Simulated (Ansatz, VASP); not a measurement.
One calculation of Se, two programs

Contents of INCAR:

```
ALGO     = Normal         # electronic algorithm
EDIFF    = 1E-6           # SCF threshold, eV
ENCUT    = 520            # plane-wave cutoff, eV
GGA      = PE             # functional
ISIF     = 2              # what is computed and relaxed
ISMEAR   = -1             # smearing method
LASPH    = T              # aspherical terms in the spheres
LCHARG   = F              # write CHGCAR
LREAL    = F              # projectors in reciprocal space
LWAVE    = F              # write WAVECAR
NBANDS   = 9              # bands
NELM     = 60             # most SCF steps
PREC     = Accurate       # precision mode
SIGMA    = 0.08           # smearing width, eV
```

KPOINTS

```
k-points
0
Gamma
  17 17 17
```

POSCAR

```
Se
1.0
   -1.5130657373      1.5130657373      1.5130657373
    1.5130657373     -1.5130657373      1.5130657373
    1.5130657373      1.5130657373     -1.5130657373
Se
1
Direct
    0.0000000000      0.0000000000      0.0000000000
```

Input for Ansatz:

```yaml
crystal:
  lattice:
    - [-1.5130657373, 1.5130657373, 1.5130657373]
    - [1.5130657373, -1.5130657373, 1.5130657373]
    - [1.5130657373, 1.5130657373, -1.5130657373]
  atoms:
    - { symbol: Se, position: [0.0, 0.0, 0.0] }
kpoints:
  mp_grid: { grid: [17, 17, 17] }
  band_path:
    path:
      - [0.0, 0.0, 0.0]
      - [0.5, -0.5, 0.5]
      - [0.0, 0.0, 0.5]
      - [0.0, 0.0, 0.0]
      - [0.25, 0.25, 0.25]
      - [0.5, -0.5, 0.5]
      - [0.25, 0.25, 0.25]
      - [0.0, 0.0, 0.5]
    npoints: 8
scf:
  occupations: { method: fermi_dirac, width: 0.08 }
hamiltonian:
  xc: pbe
  pseudopotentials: { kind: all_electron, lapw: { basis_error: 0.001 } }
output:
  forces: true
  stress: true
  eigenvalues: true
  populations: true
  dos: { projected: true, de: 0.2, e_range: [-14, 8] }
```

Change from the starting cell: volume scaled by 0.68, LAPW.

Alike in both runs: task single point; functional PBE; k mesh 17 × 17 × 17; occupations fermi-dirac, width 0.08 eV; no spin polarisation.

|  | VASP | Ansatz |
| --- | --- | --- |
| version | VASP 6.6.1 | Ansatz 0.2.0 |
| potentials or method | VASP PAW PBE potentials, release 64 (Se) | all-electron LAPW, scalar-relativistic |
| plane-wave cutoff (eV) | 520 | see its input |

|  | VASP | Ansatz | Ansatz less VASP |
| --- | --- | --- | --- |
| pressure (GPa) | 66.4 | 65.9 | -0.53 |

Ansatz ran all-electron here, so the differences hold the error of VASP's frozen core and of both bases.

Caveats: the cell as given lies far from equilibrium; so large a pressure means that the cell lies far from this level's equilibrium, or that cutoff or potentials fall short (VASP).
